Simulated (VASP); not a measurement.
# WC (Fm-3m) in VASP: single point with HSE06

Aim: the single point of WC with HSE06.

Program: VASP 6.6.1. These are calculated values, not measurements. Logs are shortened: lines on timing, memory, paths and dates and some standing lists are left out, and cuts for length are marked.

**1. The crystal as given**

It takes space group Fm-3m (No. 225, cubic). The conventional cell has a = 4.461 Å, b = 4.461 Å, c = 4.461 Å, α = 90.00°, β = 90.00°, γ = 90.00°. W (site symmetry m-3m) has 6 C at 2.23 Å as nearest neighbours. Around C (site symmetry m-3m) lie 6 W at 2.23 Å.

The cell was built by a generator and needn't be a form met in nature.

**2. Single point, HSE06, collinear spin, typed start**

POSCAR

```
WC
1.0
    0.0000000000      2.2307069200      2.2307069200
    2.2307069200      0.0000000000      2.2307069200
    2.2307069200      2.2307069200      0.0000000000
W C
1 1
Direct
    0.0000000000      0.0000000000      0.0000000000
    0.5000000000      0.5000000000      0.5000000000
```

INCAR.step1

```
SYSTEM = WC
PREC = Accurate ; ENCUT = 520
EDIFF = 1E-5 ; ISMEAR = -1
SIGMA = 0.1 ; LREAL = .False.
LASPH = .True. ; NELM = 150
ALGO = Normal ; ISIF = 2
LWAVE = .True. ; ISPIN = 2
MAGMOM = 1 0 ; LORBIT = 11
LMAXMIX = 4 ; NBANDS = 20
GGA = PE
```

INCAR.step2

```
SYSTEM = WC
PREC = Accurate ; ENCUT = 520
EDIFF = 1E-6 ; ISMEAR = -1
SIGMA = 0.1 ; LREAL = .False.
LASPH = .True. ; NELM = 150
ALGO = Normal ; ISIF = 2
LWAVE = .False. ; LCHARG = .True.
ISPIN = 2 ; MAGMOM = 1 0
LORBIT = 11 ; LMAXMIX = 4
GGA = PE ; LHFCALC = .True.
HFSCREEN = 0.2079 ; PRECFOCK = Normal
LELF = .True. ; LVHAR = .True.
NBANDS = 20 ; ISTART = 1
```

KPOINTS

```
Automatic mesh
0
Gamma
  4 4 4
  0 0 0
```

Potentials or basis: VASP PAW PBE potentials, release 64 (W_sv, C).

Started as:

```sh
$ cat potpaw_PBE.64/W_sv/POTCAR potpaw_PBE.64/C/POTCAR > POTCAR
$ cp INCAR.step1 INCAR
$ mpirun -np 1 vasp_std > vasp.out
$ cp INCAR.step2 INCAR
$ mpirun -np 1 vasp_std > vasp.out
```

OUTCAR:

```text
SYSTEM = WC
   PREC = Accurate
   ENCUT = 520
   EDIFF = 1E-6
   ISMEAR = -1
   LREAL = .False.
   LASPH = .True.
   NELM = 150
   ISIF = 2
   ISPIN = 2
   LORBIT = 11
   GGA = PE
   LHFCALC = .True.
   HFSCREEN = 0.2079
   PRECFOCK = Normal
   ISTART = 1

 ion  position               nearest neighbor table
   1  0.000  0.000  0.000-   2 2.23   2 2.23   2 2.23   2 2.23   2 2.23   2 2.23
   2  0.500  0.500  0.500-   1 2.23   1 2.23   1 2.23   1 2.23   1 2.23   1 2.23

  LATTYP: Found a face centered cubic cell.
 ALAT       =     4.4614138400

  Lattice vectors:

 A1 = (   0.0000000000,   2.2307069200,   2.2307069200)
 A2 = (   2.2307069200,   0.0000000000,   2.2307069200)
 A3 = (   2.2307069200,   2.2307069200,   0.0000000000)

Analysis of symmetry for initial positions (statically):
=====================================================================
 Subroutine PRICEL returns:
 Original cell was already a primitive cell.

 Routine SETGRP: Setting up the symmetry group for a
 face centered cubic supercell.

 Subroutine GETGRP returns: Found 48 space group operations
 (whereof 48 operations were pure point group operations)
 out of a pool of 48 trial point group operations.

The static configuration has the point symmetry O_h .

Analysis of symmetry for dynamics (positions and initial velocities):
=====================================================================
 Subroutine PRICEL returns:
 Original cell was already a primitive cell.

 Routine SETGRP: Setting up the symmetry group for a
 face centered cubic supercell.

 Subroutine GETGRP returns: Found 48 space group operations
 (whereof 48 operations were pure point group operations)
 out of a pool of 48 trial point group operations.

The dynamic configuration has the point symmetry O_h .

Analysis of structural, dynamic, and magnetic symmetry:
=====================================================================
 Subroutine PRICEL returns:
 Original cell was already a primitive cell.

 Routine SETGRP: Setting up the symmetry group for a
 face centered cubic supercell.

 Subroutine GETGRP returns: Found 48 space group operations
 (whereof 48 operations were pure point group operations)
 out of a pool of 48 trial point group operations.

The overall configuration has the point symmetry O_h .

 Subroutine INISYM returns: Found 48 space group operations
 (whereof 48 operations are pure point group operations),
 and found     1 'primitive' translations

----------------------------------------------------------------------------------------

                                     Primitive cell

  volume of cell :      22.2002

  direct lattice vectors                    reciprocal lattice vectors
     0.000000000  2.230706920  2.230706920    -0.224144192  0.224144192  0.224144192
     2.230706920  0.000000000  2.230706920     0.224144192 -0.224144192  0.224144192
     2.230706920  2.230706920  0.000000000     0.224144192  0.224144192 -0.224144192

  length of vectors
     3.154695980  3.154695980  3.154695980     0.388229129  0.388229129  0.388229129

  position of ions in fractional coordinates (direct lattice)
     0.000000000  0.000000000  0.000000000
     0.500000000  0.500000000  0.500000000

  ion indices of the primitive-cell ions
   primitive index   ion index
                 1           1
                 2           2

----------------------------------------------------------------------------------------

 KPOINTS: Automatic mesh

Automatic generation of k-mesh.
 Grid dimensions read from file:
 generate k-points for:    4    4    4

 Generating k-lattice:

  Cartesian coordinates                     Fractional coordinates (reciprocal lattice)
    -0.056036048  0.056036048  0.056036048     0.250000000  0.000000000  0.000000000
     0.056036048 -0.056036048  0.056036048     0.000000000  0.250000000  0.000000000
     0.056036048  0.056036048 -0.056036048     0.000000000  0.000000000  0.250000000

  Length of vectors
     0.097057282  0.097057282  0.097057282

  Shift w.r.t. Gamma in fractional coordinates (k-lattice)
     0.000000000  0.000000000  0.000000000

 Subroutine IBZKPT returns following result:
 ===========================================

 Found      8 irreducible k-points:

 Following reciprocal coordinates:
            Coordinates               Weight
  0.000000  0.000000  0.000000      1.000000
  0.250000  0.000000  0.000000      8.000000
  0.500000  0.000000  0.000000      4.000000
  0.250000  0.250000  0.000000      6.000000
  0.500000  0.250000  0.000000     24.000000
 -0.250000  0.250000  0.000000     12.000000
  0.500000  0.500000  0.000000      3.000000
 -0.250000  0.500000  0.250000      6.000000
   k-points           NKPTS =      8   k-points in BZ     NKDIM =     64   number of bands    NBANDS=     20
   number of dos      NEDOS =    301   number of ions     NIONS =      2
   total plane-waves  NPLWV =  13824
   dimension x,y,z NGX =    24 NGY =   24 NGZ =   24
   dimension x,y,z NGXF=    48 NGYF=   48 NGZF=   48
   ions per type =               1   1
   NGX,Y,Z   is equivalent  to a cutoff of  12.65, 12.65, 12.65 a.u.
   NGXF,Y,Z  is equivalent  to a cutoff of  25.30, 25.30, 25.30 a.u.
 SYSTEM =  WC
   PREC   = accura    normal or accurate (medium, high low for compatibility)
   ISTART =      1    job   : 0-new  1-cont  2-samecut
   ICHARG =      0    charge: 1-file 2-atom 10-const
   ISPIN  =      2    spin polarized calculation?
   LNONCOLLINEAR =      F non collinear calculations
   LSORBIT =      F    spin-orbit coupling
   LASPH  =      T    aspherical Exc in radial PAW
   ENCUT  =  520.0 eV  38.22 Ry    6.18 a.u.   5.87  5.87  5.87*2*pi/ulx,y,z
   NELM   =    150;   NELMIN=  2; NELMDL=  0     # of ELM steps
   EDIFF  = 0.1E-05   stopping-criterion for ELM
   LREAL  =      F    real-space projection
   EDIFFG = 0.1E-04   stopping-criterion for IOM
   NSW    =      0    number of steps for IOM
   IBRION =     -1    ionic relax: 0-MD 1-quasi-New 2-CG
   NFREE  =      0    steps in history (QN), initial steepest desc. (CG)
   ISIF   =      2    stress and relaxation
   ISYM   =      3    0-nonsym 1-usesym 2-fastsym
   POTIM  = 0.5000    time-step for ionic-motion
   TEBEG  =    0.0;   TEEND  =   0.0 temperature during run
   PSTRESS=    0.0 pullay stress
   NELECT =      18.0000    total number of electrons
   NUPDOWN=      -1.0000    fix difference up-down
   EMIN   =  10.00;   EMAX   =-10.00  energy-range for DOS
   EFERMI =   0.00;   METHOD = LEGACY
   ISMEAR =    -1;   SIGMA  =   0.10  broadening in eV -4-tet -1-fermi 0-gaus
   EFERMI_NEDOS =   21; number of points for ismear=-14 and -15
   IALGO  =     38    algorithm
   IMIX   =      1    mixing-type and parameters
     AMIX     =   0.40;   BMIX     =  1.00
     AMIX_MAG =   1.60;   BMIX_MAG =  1.00
  volume/ion in A,a.u.               =      11.10        74.91
  Fermi-wavevector in a.u.,A,eV,Ry     =   1.526557  2.884775 31.706713  2.330378
  Thomas-Fermi vector in A             =   2.634574
   LORBIT       =     11    0 simple, 1 ext, 2 COOP (PROOUT), +10 PAW based schemes
   GGA     = PE    functional components
   LHFCALC =     T    Hartree Fock is set to
   PRECFOCK=normal    Normal, Fast or Accurate (Low or Medium for compatibility)
   ENCUT4O =  -1.0   cutoff for four orbital integrals eV
   NKREDX  =     1    reduce k-point grid by
   NKREDY  =     1    reduce k-point grid by
   NKREDZ  =     1    reduce k-point grid by
   AEXX    =    0.2500 exact exchange contribution
   HFSCREEN=    0.2079 screening length (either q_TF or 0.3 A-1)
   HFSCREENC=   0.2079 screening length for correlation (either q_TF or 0.3 A-1)
   ENCUTFOCK=  -1.0 apply spherical cutoff to Coloumb kernel
   IVDW    =     0    specifies the selected vdW correction
   LEPSILON=     F    determine dielectric tensor
   LRPA    =     F    only Hartree local field effects (RPA)
 spin polarized calculation
  energy-cutoff  :      520.00
  volume of cell :       22.20
 maximum number of plane-waves:       610
  NGX = 18; NGY = 18; NGZ = 18

 number of electron      18.0000002 magnetization      -0.0000014

 Free energy of the ion-electron system (eV)
  ---------------------------------------------------
  ext. energy  EPLUGINS =         0.00000000
  ---------------------------------------------------
  free energy    TOTEN  =       -24.88066463 eV

  energy without entropy =      -24.85973937  energy(sigma->0) =      -24.87020200

 E-fermi :  11.2737     XC(G=0): -10.9476

 val. band max:       11.1227170673   @ k =  -0.2500   0.2500   0.0000
 cond. band min:      11.6549570217   @ k =   0.2500   0.2500   0.0000
 fundamental gap:      0.5322399544
 Fermi energy:        11.2736864458

 spin component 1

 k-point     1 :       0.0000    0.0000    0.0000
  band No.  band energies     occupation
      1     -68.1527      1.00000
      2     -30.6378      1.00000
      3     -30.6378      1.00000
      4     -30.6378      1.00000
      5      -5.7406      1.00000
      6       8.5788      1.00000
[... 12 lines left out ...]
     19      37.7363      0.00000
     20      37.7363      0.00000

 k-point     2 :       0.2500    0.0000    0.0000
  band No.  band energies     occupation
      1     -68.1350      1.00000
      2     -30.9388      1.00000
      3     -30.6714      1.00000
      4     -30.6714      1.00000
      5      -4.0879      1.00000
      6       4.7442      1.00000
[... 12 lines left out ...]
     19      37.2689      0.00000
     20      37.2689      0.00000
[... 96 lines left out ...]
      2     -31.1699      1.00000
      3     -30.8571      1.00000
      4     -30.8570      1.00000
      5      -3.3985      1.00000
      6       5.2130      1.00000
[... 12 lines left out ...]
     19      33.0693      0.00000
     20      37.0360      0.00000

 k-point     8 :      -0.2500    0.5000    0.2500
  band No.  band energies     occupation
      1     -68.1051      1.00000
      2     -31.0146      1.00000
      3     -31.0146      1.00000
      4     -30.8536      1.00000
      5      -2.4958      1.00000
      6       4.7085      1.00000
[... 12 lines left out ...]
     19      32.2322      0.00000
     20      35.8629      0.00000
 Fermi energy:        11.2736864458

 spin component 2

 k-point     1 :       0.0000    0.0000    0.0000
  band No.  band energies     occupation
      1     -68.1527      1.00000
      2     -30.6378      1.00000
      3     -30.6378      1.00000
      4     -30.6378      1.00000
      5      -5.7406      1.00000
      6       8.5788      1.00000
[... 12 lines left out ...]
     19      37.7363      0.00000
     20      37.7363      0.00000

 k-point     2 :       0.2500    0.0000    0.0000
  band No.  band energies     occupation
      1     -68.1350      1.00000
      2     -30.9388      1.00000
      3     -30.6714      1.00000
      4     -30.6714      1.00000
      5      -4.0879      1.00000
      6       4.7442      1.00000
[... 12 lines left out ...]
     19      37.2689      0.00000
     20      37.2689      0.00000
[... 97 lines left out ...]
      3     -30.8571      1.00000
      4     -30.8571      1.00000
      5      -3.3985      1.00000
      6       5.2130      1.00000
[... 12 lines left out ...]
     19      33.0693      0.00000
     20      37.0360      0.00000

 k-point     8 :      -0.2500    0.5000    0.2500
  band No.  band energies     occupation
      1     -68.1051      1.00000
      2     -31.0146      1.00000
      3     -31.0146      1.00000
      4     -30.8536      1.00000
      5      -2.4958      1.00000
      6       4.7085      1.00000
[... 12 lines left out ...]
     19      32.2322      0.00000
     20      35.8629      0.00000

------------------------ aborting loop because EDIFF is reached ----------------------------------------

  FORCE on cell =-STRESS in cart. coord.  units (eV):
  Direction    XX          YY          ZZ          XY          YZ          ZX
  --------------------------------------------------------------------------------------
  -------------------------------------------------------------------------------------
  Total       -3.9530186     -3.9530186     -3.9530186      0.0000000     -0.0000000     -0.0000000
  in kB     -285.2869474   -285.2869474   -285.2869474      0.0000000     -0.0000000     -0.0000000
  external PRESSURE =    -285.2869474 kB  Pullay stress =       0.0000000 kB

 VOLUME and BASIS-vectors are now :
 -----------------------------------------------------------------------------
  energy-cutoff  :      520.00
  volume of cell :       22.20
      direct lattice vectors                 reciprocal lattice vectors
     0.000000000  2.230706920  2.230706920    -0.224144192  0.224144192  0.224144192
     2.230706920  0.000000000  2.230706920     0.224144192 -0.224144192  0.224144192
     2.230706920  2.230706920  0.000000000     0.224144192  0.224144192 -0.224144192

 POSITION                                       TOTAL-FORCE (eV/Angst)
 -----------------------------------------------------------------------------------
      0.00000      0.00000      0.00000        -0.000000      0.000000     -0.000000
      2.23071      2.23071      2.23071         0.000000     -0.000000      0.000000
 -----------------------------------------------------------------------------------
    total drift:                                0.000001      0.000001      0.000001

  FREE ENERGIE OF THE ION-ELECTRON SYSTEM (eV)
  ---------------------------------------------------
  free  energy   TOTEN  =       -24.8806646321 eV

  energy  without entropy=      -24.8597393669  energy(sigma->0) =      -24.87020200

 total charge

# of ion       s       p       d       tot
------------------------------------------
    1        2.283   6.330   3.293  11.906
    2        0.856   1.524   0.000   2.380
--------------------------------------------------
tot          3.139   7.854   3.293  14.286

 magnetization (x)

# of ion       s       p       d       tot
------------------------------------------
    1       -0.000  -0.000  -0.000  -0.000
    2        0.000   0.000   0.000   0.000
--------------------------------------------------
tot          0.000   0.000  -0.000  -0.000
```

Run time: 4.6 min. Hardware: 1 thread of Intel Xeon 6975P-C (Granite Rapids), shared host; peak memory 0.26 GiB.

Results:

```yaml
Free_energy: -24.8807 eV
Pressure: -28.5 GPa
Band_gap_on_the_k_mesh: none (metal or under the smearing width)
Net_moment: 0.00 μB per cell
Valence_electrons_inside_the_program's_atomic_spheres: W 11.91; C 2.38
```

Levels at points of the mesh, in eV from the Fermi level:
Spin up:
| k point | band 6 | band 7 | band 8 | band 9 | band 10 | band 11 | band 12 | band 13 |
| --- | --- | --- | --- | --- | --- | --- | --- | --- |
| (0.00, 0.00, 0.00) | -2.69 | -2.69 | -2.69 | -0.92 | -0.92 | -0.92 | -0.61 | -0.61 |
| (0.50, 0.00, 0.00) | -10.29 | -6.83 | -6.83 | 1.53 | 1.53 | 3.01 | 5.61 | 9.64 |
| (0.50, 0.50, 0.00) | -6.06 | -5.79 | -2.64 | -2.64 | 1.44 | 2.89 | 2.89 | 6.02 |
Spin down:
```tsv
k point	band 7	band 8	band 9	band 10	band 11	band 12
(0.00, 0.00, 0.00)	-2.69	-2.69	-0.92	-0.92	-0.92	-0.61
(0.50, 0.00, 0.00)	-6.83	-6.83	1.53	1.53	3.01	5.61
(0.50, 0.50, 0.00)	-5.79	-2.64	-2.64	1.44	2.89	2.89
```

Caveat: the k mesh is coarse (spacing up to 0.61 Å⁻¹), so the values aren't converged, least of all with exact exchange; a pressure of tens of GPa on the cell as given is suspect, and the run, the potentials or the cell itself is likely at fault; the PAW data sets were made with another functional, which shifts forces and pressure a little. The run has no spin-orbit coupling, so splittings on W are missing.
